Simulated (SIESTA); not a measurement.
The system is PbO2.

```xyz
3
Lattice="0.0000 2.7020 2.7020 2.7020 0.0000 2.7020 2.7020 2.7020 0.0000" Properties=species:S:1:pos:R:3 pbc="T T T"
Pb    0.0000    0.0000    0.0000
O     4.0530    4.0530    4.0530
O     1.3510    1.3510    1.3510
```

The cell comes from a database or a generator and needn't be the stable form of this composition.

Base run:

* Program: SIESTA 5.4.2
* Functional: LDA
* Potentials or basis: PseudoDojo 0.4 standard (LDA files)
* Basis: DZP (energy shift 0.003 Ry; two zetas on semicore shells)
* Grid cutoff: 800 Ry
* Energy shift: 0.003 Ry
* k mesh: 9 × 9 × 9
* Occupations: fermi-dirac, width 0.05 eV
* Spin: no spin polarisation

Its results: band gap on the k mesh none (metal or under the smearing width); pressure -6.2 GPa.

Q: The run is repeated on the same cell with these changes: functional from LDA to PBEsol; potentials or basis from PseudoDojo 0.4 standard (LDA files) to PseudoDojo 0.4 standard (PBEsol files). What comes out?

A: Band gap on the k mesh none (metal or under the smearing width); pressure -1.2 GPa.

Caveats: spin-orbit coupling is left out, which moves the levels of the heavy elements; the basis of atomic orbitals isn't converged, which shifts pressures, moduli and gaps.
